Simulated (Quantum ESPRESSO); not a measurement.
V:

```
V
1.0
    -1.63128    1.63128    1.63128
     1.63128   -1.63128    1.63128
     1.63128    1.63128   -1.63128
V
1
Direct
  0.00000 0.00000 0.00000
```

The cell isn't the ideal one: volume scaled by 1.25.

| Item | Value |
| --- | --- |
| Program | Quantum ESPRESSO 7.5 |
| Task | phonons |
| Functional | BLYP |
| Potentials or basis | JTH 2.0 PBE |
| Cutoff | 490 eV |
| Density cutoff | 2939 eV |
| k mesh | 8 × 8 × 8 |
| Occupations | methfessel-paxton, width 0.2 eV |
| Spin | collinear spin, ferromagnetic start |
| Starting moments | [2.0] μB |
| Mixing beta | 0.3 |
| Most SCF iterations | 120 |
| SCF threshold | 2e-10 Ry |

At H the frequencies are 483 483 483 cm⁻¹, at a pressure of -24.3 GPa.

How do the modes respond when the cell is scaled evenly, at fixed shape?

The highest mode has a Grüneisen parameter of 0.24 and moves by +2.1 cm⁻¹ per GPa. None of the listed modes softens on compression. The pressures give a bulk modulus of about 55 GPa.

Frequencies at 99 % and 101 % of the volume (pressures -23.7 and -24.8 GPa), ions relaxed:
```
mode  99 % (cm⁻¹)  101 % (cm⁻¹)  Grüneisen parameter
   1        483.7         481.4                 0.24
   2        483.7         481.4                 0.24
   3        483.7         481.4                 0.24
```

Modes are matched by their order; those that don't vary smoothly over the three volumes are left out.

Caveat: the k mesh is coarse; the mesh is thin for the phonons of a metal; the potentials were made for another functional, which shifts forces and pressure; the cell is more than 3 GPa from zero pressure, which shifts response properties; the cutoff is low for these files, which shifts pressure and relaxed volume.
